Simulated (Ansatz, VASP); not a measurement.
# Two plane-wave programs on Si

```xyz
2
Lattice="0.0000 2.7357 2.7357 2.7357 0.0000 2.7357 2.7357 2.7357 0.0000" Properties=species:S:1:pos:R:3 pbc="T T T"
Si    2.7357    2.7357    2.7357
Si    4.1036    4.1036    4.1036
```

Alike in both runs: task single point; functional PBE; k mesh 6 × 6 × 6; occupations gaussian, width 0.05 eV; no spin polarisation.

```csv
,VASP,Ansatz
version,VASP 6.6.1,Ansatz 0.2.0
potentials or method,"VASP PAW PBE potentials, release 64 (Si)","scalar-relativistic, plane waves, PAW"
plane-wave cutoff (eV),520,600
valence electrons in the cell,8,8
```

```tsv
	VASP	Ansatz	Ansatz less VASP
gap on the k mesh at the Fermi level (eV)	0.75	0.75	-0.002
least direct gap on the mesh (eV)	2.55	2.55	-0.005
pressure (GPa)	-0.1	0.0	+0.07
```

A k mesh can miss the band edges. Expect the measured gap to be larger: semilocal functionals such as PBE lack the derivative discontinuity.
